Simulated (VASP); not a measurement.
**ZrO2 under changes of volume**

One of the cells (11.210 Å³/atom); the others are scaled copies at fixed shape and fractional positions:

```xyz
3
Lattice="0.0000 2.5619 2.5619 2.5619 0.0000 2.5619 2.5619 2.5619 0.0000" Properties=species:S:1:pos:R:3 pbc="T T T"
Zr    0.0000    0.0000    0.0000
O     3.8429    3.8429    3.8429
O     1.2810    1.2810    1.2810
```

Measurements of this composition are mostly on another form, of space group No. 14.

```yaml
Program: VASP 6.6.1
Functional: PBE
Potentials_or_basis: VASP PAW PBE potentials, release 64 (Zr_sv, O)
Cutoff: 520 eV
k_mesh: 9 × 9 × 9
Occupations: fermi-dirac, width 0.05 eV
Spin: no spin polarisation
```

| volume (Å³/atom) | energy over the lowest point (meV/atom) | pressure (GPa) | gap on the mesh (eV) |
| --- | --- | --- | --- |
| 10.331 | 54.93 | 21.8 | 3.57 |
| 10.551 | 29.17 | 15.3 | 3.52 |
| 10.770 | ? | ? | ? |
| 11.210 | 0.00 | -0.8 | 3.35 |
| 11.430 | 3.76 | -5.1 | 3.29 |
| 11.650 | 13.17 | -9.0 | 3.24 |

Question: What does the run at 10.770 Å³/atom give?

Answer: Energy over the lowest point 11.99 meV/atom; pressure 9.3 GPa; gap on the mesh 3.46 eV.

Worked out: A Birch-Murnaghan fit of order 3 (a polynomial in V^(-2/3)) to the other rows has its minimum at 11.18 Å³/atom with B0 = V·E''(V) = 235 GPa and B' = 4.2. It gives 12.04 meV/atom at 10.770 Å³/atom, against the run's 11.99, and -dE/dV = 9.6 GPa, against 9.3. A straight line through the other rows of the gap, of slope -2.78 eV per unit of ln V, gives 3.46 eV, against the run's 3.46.

Energies are extrapolated to zero smearing.

Caveats: an odd mesh through Γ misses points on the zone boundary, where band edges often lie. Spin-orbit coupling on Zr is left out.
